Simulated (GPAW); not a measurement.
# FeO (Wuestite) (R-3m) in GPAW: a series of runs, part 2 of 2

GPAW 26.7.0. The steps go on from the part before.

### Step 4. Magnons, LDA, collinear spin, ferromagnetic start

This run uses another cell than the first one, of 10.67 Å³/atom, 1.039 times its volume.

Input file run.py:

```python
import numpy as np
from ase import Atoms
from ase.dft.bandgap import bandgap
from ase.io import write
from gpaw import GPAW, PW
from gpaw.response import ResponseContext, ResponseGroundStateAdapter
from gpaw.response.chiks import ChiKSCalculator
from gpaw.response.heisenberg import calculate_fm_magnon_energies
from gpaw.response.localft import LocalFTCalculator
from gpaw.response.mft import IsotropicExchangeCalculator
from gpaw.response.site_kernels import SphericalSiteKernels

atoms = Atoms(['Fe', 'O'],
              cell=[[1.5486092669, 0.8940899771, 2.5689933065],
                    [-1.5486092669, 0.8940899771, 2.5689933065],
                    [0.0, -1.7881799543, 2.5689933065]],
              scaled_positions=[[0.0, 0.0, 0.0],
                                [0.5, 0.5, 0.5]],
              pbc=True)
atoms.set_initial_magnetic_moments([4.0, 0.0])

calc = GPAW(mode=PW(600),
            xc='LDA',
            kpts={'size': (9, 9, 9), 'gamma': True},
            occupations={'name': 'fermi-dirac', 'width': 0.05},
            nbands=17,
            convergence={'density': 0.0001},
            maxiter=150,
            txt='gpaw.txt')
atoms.calc = calc
energy = atoms.get_potential_energy()
calc.write('gs.gpw')
write('result.traj', atoms)
print(f'Energy: {energy:.6f} eV')
print('Moments:', calc.get_magnetic_moments().round(3))
print('Fermi level:', round(calc.get_fermi_level(), 4), 'eV')
print(f'Gap: {bandgap(calc)[0]:.4f} eV, direct: {bandgap(calc, direct=True)[0]:.4f} eV')

dense = calc.fixed_density(kpts={'size': (8, 8, 8), 'gamma': True},
                           nbands=31, convergence={'bands': 25, 'eigenstates': 1e-12},
                           update_fermi_level=True, maxiter=300, txt='dense.txt')
dense.write('dense.gpw', mode='all')

sites = [0]
moments = calc.get_magnetic_moments()[sites]
q_qc = np.array([[0.0, 0.0, 0.0], [0.125, 0.0, 0.0], [0.25, 0.0, 0.0], [0.5, 0.0, 0.0], [0.125, 0.125, 0.0], [0.25, 0.25, 0.0], [0.5, 0.5, 0.0]])
gs = ResponseGroundStateAdapter.from_gpw_file('dense.gpw')
context = ResponseContext(txt='mft.txt')
chiks = ChiKSCalculator(gs, context, ecut=150, nbands=25, gammacentered=True)
exchange = IsotropicExchangeCalculator(chiks, LocalFTCalculator.from_rshe_parameters(gs, context))
kernels = SphericalSiteKernels(atoms.positions[sites], [[1.046] * len(sites)])
J_qab = np.array([exchange(q_c, kernels)[..., 0] for q_c in q_qc])
E_qn = calculate_fm_magnon_energies(J_qab, q_qc, moments)
np.savetxt('exchange.dat', np.c_[q_qc, 1000 * J_qab.real.reshape((len(q_qc), -1))], fmt='%.4f')
np.savetxt('magnons.dat', np.c_[q_qc, 1000 * E_qn.real], fmt='%.4f')
for q_c, E_n in zip(q_qc, E_qn):
    print(q_c.round(4), 'magnon energies (meV):', (1000 * E_n.real).round(2))
```

Potentials or basis: the program's PAW data sets (release 1.2.1) made for this functional, pw.

Launch:

```sh
$ OMP_NUM_THREADS=1 python run.py
```

gpaw.txt:

```text
__  _  _
 | _ |_)|_||  |
 |__||  | ||/\| - 26.7.0

Input parameters:
  mode=PW(ecut=600.0),
  convergence={'density': 0.0001},
  kpts=MonkhorstPack(size=(9, 9, 9), gamma=True),
  maxiter=150,
  nbands=17,
  occupations=Occupations(name='fermi-dirac', width=0.05),
  xc=XC(name='LDA')

Diagonalizing LCAO Hamiltonian
Converting LCAO to pw mode

       O

       Fe

Atoms  # Å, Bohr magnetons
|   | symbol |        x |         y |        z |    initial magnetic moments |
|---|--------|----------|-----------|----------|-----------------------------|
| 0 |     Fe | 0.000000 |  0.000000 | 0.000000 | ( 0.0000,  0.0000,  4.0000) |
| 1 |      O | 0.000000 | -0.000000 | 3.853490 | ( 0.0000,  0.0000,  0.0000) |

Unit cell  # Å
| periodic |         x |         y |        z |  lengths |    angles |
|----------|-----------|-----------|----------|----------|-----------|
|      yes |  1.548609 |  0.894090 | 2.568993 | 3.130066 | 59.306913 |
|      yes | -1.548609 |  0.894090 | 2.568993 | 3.130066 | 59.306913 |
|      yes |  0.000000 | -1.788180 | 2.568993 | 3.130066 | 59.306913 |

Number of symmetries: 12
Symmetry operations  # r_c * U_cc + t_c -> r_c
|    | kind |            matrix            |
|----|------|------------------------------|
|  0 |  E   |  1, 0, 0,  0, 1, 0,  0, 0, 1 |
|  1 |  σ   |  1, 0, 0,  0, 0, 1,  0, 1, 0 |
|  2 |  σ   |  0, 1, 0,  1, 0, 0,  0, 0, 1 |
|  3 |  C3  |  0, 1, 0,  0, 0, 1,  1, 0, 0 |
|  4 |  C3  |  0, 0, 1,  1, 0, 0,  0, 1, 0 |
|  5 |  σ   |  0, 0, 1,  0, 1, 0,  1, 0, 0 |
|  6 |  C2  |  0, 0,-1,  0,-1, 0, -1, 0, 0 |
|  7 |  S6  |  0, 0,-1, -1, 0, 0,  0,-1, 0 |
|  8 |  S6  |  0,-1, 0,  0, 0,-1, -1, 0, 0 |
|  9 |  C2  |  0,-1, 0, -1, 0, 0,  0, 0,-1 |
| 10 |  C2  | -1, 0, 0,  0, 0,-1,  0,-1, 0 |
| 11 |  i   | -1, 0, 0,  0,-1, 0,  0, 0,-1 |

BZ-sampling:
  Number of BZ points: 729
  Number of IBZ points: 85

  Monkhorst-Pack size: [9, 9, 9]
  Monkhorst-Pack shift: [0, 0, 0]

K-points  # in reciprocal-cell coordinates
|     |                                coordinates |     weight |
|-----|--------------------------------------------|------------|
|   0 | (  0.00000000,   0.00000000,   0.00000000) | 0.00137174 |
|   1 | (  0.11111111,   0.00000000,  -0.11111111) | 0.00823045 |
|   2 | (  0.11111111,   0.00000000,   0.00000000) | 0.00823045 |
|   3 | (  0.11111111,   0.11111111,  -0.11111111) | 0.00823045 |
|   4 | (  0.11111111,   0.11111111,   0.00000000) | 0.00823045 |
[... 59 lines left out ...]
    Z:       8.0
    valence: 6
    core:    2
    charge:  0.0  # [|e|]
    compensation charges:
      type: gauss
      rc: 0.21  # [Å]
      lmax: 2
    cutoffs:
      filter: 1.17  # [Å]
      core: 0.83  # [Å]
    projectors
    | kind |    occ | energy [eV] | rcut [Å] |
    |------|--------|-------------|----------|
    |   2s |  2.000 |     -23.752 |    0.688 |
    |   2p |  4.000 |      -9.195 |    0.598 |
    |    s |        |       3.459 |    0.688 |
    |    p |        |      18.016 |    0.598 |
    |    d |        |       0.000 |    0.619 |

    Using partial waves for O as LCAO basis

Reference energy: -36585.847439  # eV

eigensolver:
  PPCG
  Converge bands: occupied
  niter=2

density mixing:
  MSR1-Mixer
  Pratt-step length: 0.05
  Maximum mixing coefficient: 0.75
  Old densities: 10
  SVD Regularization: 0.005
  Good broyden scale: 1.0
  Trust region scale: 1.0
  Backstep threshold: 4.0
  History deletion threshold: 6.0
  Fourier metric: weight=20.0, sigma=0.015

occupation numbers:
  Fermi-Dirac:
    width: 0.0500  # eV

poisson solver:
  ecut: 4800.0  # eV

xc functional:
  name: None

convergence criteria:
- Maximum integral of absolute [dens]ity change: 0.0001 electrons / valence electron
- Maximum [total energy] change in last 3 cyles: 0.0005 eV / valence electron
- Maximum integral of absolute [eigenst]ate change: 4e-08 eV^2 / valence electron
maximum number of iterations: 150

SCF iterations
|iter     | |      energy | eigst |  dens |  magmom |
|---------|-|-------------|-------|-------|---------|
|iter:   1| |  -18.039136 | -0.04 |       |  +4.0029|
|iter:   2| |  -17.793834 | -1.73 | -0.86 |  +4.0037|
|iter:   3| |  -17.303505 | -1.71 | -0.90 |  +3.9898|
|iter:   4| |  -17.315646 | -2.77 | -1.29 |  +3.9947|
|iter:   5| |  -17.323315 | -2.91 | -1.59 |  +3.9985|
|iter:   6| |  -17.325509 | -3.81 | -1.90 |  +4.0020|
|iter:   7| |  -17.325939c| -4.35 | -2.47 |  +4.0029|
|iter:   8| |  -17.325951c| -6.08 | -3.22 |  +4.0028|
|iter:   9| |  -17.325950c| -7.31 | -3.83 |  +4.0027|
|iter:  10| |  -17.325950c| -8.70c| -5.15c|  +4.0027|

Converged in 10 steps
Energy contributions relative to reference atoms: (reference = -36585.847439)

Energy contributions:
  Kinetic:          17.459867
  Coulomb:         -15.802232
  Zero:              0.154663
  External:          0.000000
  Xc:              -19.132346
  Entropy:          -0.011805
  Spinorbit:         0.000000
  ----------------------------
  Free energy:     -17.331853
  Extrapolated:    -17.325950

dipole moment: (0.000000, 0.000000, -18.649243)  # |e|*Ang

Total magnetic moment: (0.000000, 0.000000, 4.002703)

Local magnetic moments
|        x |        y |        z |
|----------|----------|----------|
| 0.000000 | 0.000000 | 3.513265 |  # Fe   0
| 0.000000 | 0.000000 | 0.234375 |  # O    1

Fermi level: 7.915
Eigenvalues  # (at kpt = [0.000, 0.000, 0.000])
| band index |      eig [eV] | occ [0-1] |      eig [eV] | occ [0-1] |
|------------|---------------|-----------|---------------|-----------|
|          0 |       -12.093 |     1.000 |       -11.531 |     1.000 |
|          1 |         4.200 |     1.000 |         4.789 |     1.000 |
|          2 |         4.228 |     1.000 |         4.886 |     1.000 |
|          3 |         4.288 |     1.000 |         4.886 |     1.000 |
|          4 |         4.288 |     1.000 |         7.213 |     1.000 |
|          5 |         4.295 |     1.000 |         7.295 |     1.000 |
[... 9 lines left out ...]
|         15 |        24.391 |     0.000 |        25.454 |     0.000 |
|         16 |        24.391 |     0.000 |        25.455 |     0.000 |

No gap
No difference between direct/indirect transitions
# Writing to gs.gpw (mode='')
```

Run time: 4.5 min. Hardware: 1 thread of Arm Neoverse V2, shared host; peak memory 0.41 GiB.

What came out:

| Quantity | Value |
| --- | --- |
| Free energy | -17.3319 eV |
| Band gap on the k mesh | none (metal or under the smearing width) |
| Net moment | 4.00 μB per cell |
| Site moments | Fe +3.51; O +0.23 μB |

Caveat: the number of bands moves the energies at small q by some ten meV; the exchange constants hang on this mesh and on the site radius; magnon energies are noisy on this mesh; a cell with one magnetic atom can't hold antiferromagnetic order, which such compounds often take; semilocal functionals often make such compounds metallic where correlation or magnetic order opens a gap, which also shifts bond lengths. With open d or f shells a metallic result of LDA can be an artefact of self-interaction; +U or a hybrid may open a gap.

### Step 5. Summary

| cell | site radius | gap on the mesh (eV) | moment (μB) |
| --- | --- | --- | --- |
| R-3m, 10.27 Å³/atom | 1.032 | none | 4.00 |
| R-3m, 10.47 Å³/atom | 1.039 | none | 4.00 |
| R-3m, 10.67 Å³/atom | 1.046 | none | 4.00 |

Alike in all rows: task magnons; level LDA; potentials or basis the program's PAW data sets (release 1.2.1) made for this functional, pw; spin collinear, ferromagnetic start; k mesh 9 × 9 × 9; cutoff (eV) 600; smearing fermi-dirac 0.05 eV.

Every run on the cell as given and a fine mesh finds a metal.

Caveats: the number of bands moves the energies at small q by some ten meV; the exchange constants hang on this mesh and on the site radius; magnon energies are noisy on this mesh; a cell with one magnetic atom can't hold antiferromagnetic order, which such compounds often take; semilocal functionals often make such compounds metallic where correlation or magnetic order opens a gap, which also shifts bond lengths.

Absolute energies hang on the potentials; compare differences alone.
